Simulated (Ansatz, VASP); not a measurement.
# Zr in VASP and in Ansatz

```
CELL_PARAMETERS angstrom
-1.59172 -2.75693 0.00000
-1.59172 2.75693 0.00000
0.00000 0.00000 -5.11763
ATOMIC_POSITIONS crystal
Zr 0.33333 0.66667 0.25000
Zr 0.66667 0.33333 0.75000
```

Alike in both runs: functional PBEsol; k mesh 15 × 15 × 8; occupations gaussian, width 0.1 eV; no spin polarisation.

Ansatz relaxed the structure, and its values are those at the end. VASP's run is a single point on that final structure, the one shown.

|  | VASP | Ansatz |
| --- | --- | --- |
| version | VASP 6.6.1 | Ansatz 0.2.0 |
| potentials or method | VASP PAW PBE potentials, release 64 (Zr_sv) | scalar-relativistic, plane waves, PAW |
| plane-wave cutoff (eV) | 520 | 420 |
| valence electrons in the cell | 24 | 24 |

```csv
,VASP,Ansatz,Ansatz less VASP
gap on the k mesh at the Fermi level (eV),none,none,-
pressure (GPa),0.1,0.0,-0.06
```

A gap of «none» marks a metal or a gap that the smearing closes. The functional is the same, so the differences come from potentials, cutoffs and numerics.

Caveats: the PAW data sets were made with another functional, which shifts forces and pressure a little (VASP).
